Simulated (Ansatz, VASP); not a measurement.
## KF: VASP beside Ansatz

File INCAR:

```
SYSTEM = KF
PREC = Accurate ; ENCUT = 520
EDIFF = 1E-7 ; ISMEAR = 0
SIGMA = 0.02 ; LREAL = .FALSE.
LASPH = .TRUE. ; NELM = 60
ALGO = Normal ; ISIF = 2
LWAVE = .FALSE. ; LCHARG = .FALSE.
GGA = PE ; NBANDS = 15
```

Contents of KPOINTS:

```
regular mesh
0
G
  8 8 8
  0 0 0
```

The input POSCAR:

```
KF
1.0
    0.0000000000      2.7625047509      2.7625047509
    2.7625047509      0.0000000000      2.7625047509
    2.7625047509      2.7625047509      0.0000000000
K F
1 1
Direct
    0.0000000000      0.0000000000      0.0000000000
    0.5000000000      0.5000000000      0.5000000000
```

Input for Ansatz:

```yaml
crystal:
  lattice:
    - [0.0, 2.7625047509, 2.7625047509]
    - [2.7625047509, 0.0, 2.7625047509]
    - [2.7625047509, 2.7625047509, 0.0]
  atoms:
    - { symbol: K, position: [0.0, 0.0, 0.0] }
    - { symbol: F, position: [0.5, 0.5, 0.5] }
basis:
  ecutwfc: 420
kpoints:
  mp_grid: { grid: [8, 8, 8] }
hamiltonian:
  xc: pbe
scf:
  occupations: { method: gaussian, width: 0.02 }
output:
  forces: true
  stress: true
  eigenvalues: true
```

Alike in both runs: task single point; functional PBE; k mesh 8 × 8 × 8; occupations gaussian, width 0.02 eV; no spin polarisation.

|  | VASP | Ansatz |
| --- | --- | --- |
| version | VASP 6.6.1 | Ansatz 0.2.0 |
| potentials or method | VASP PAW PBE potentials, release 64 (K_sv, F) | scalar-relativistic, plane waves, PAW |
| plane-wave cutoff (eV) | 520 | 420 |
| valence electrons in the cell | 16 | 16 |

```tsv
	VASP	Ansatz	Ansatz less VASP
gap on the k mesh at the Fermi level (eV)	5.67	5.69	+0.015
least direct gap on the mesh (eV)	5.67	5.69	+0.015
pressure (GPa)	-1.5	-1.4	+0.02
```

A k mesh can miss the band edges. A hybrid or GW would open this gap; PBE tends to underestimate it.
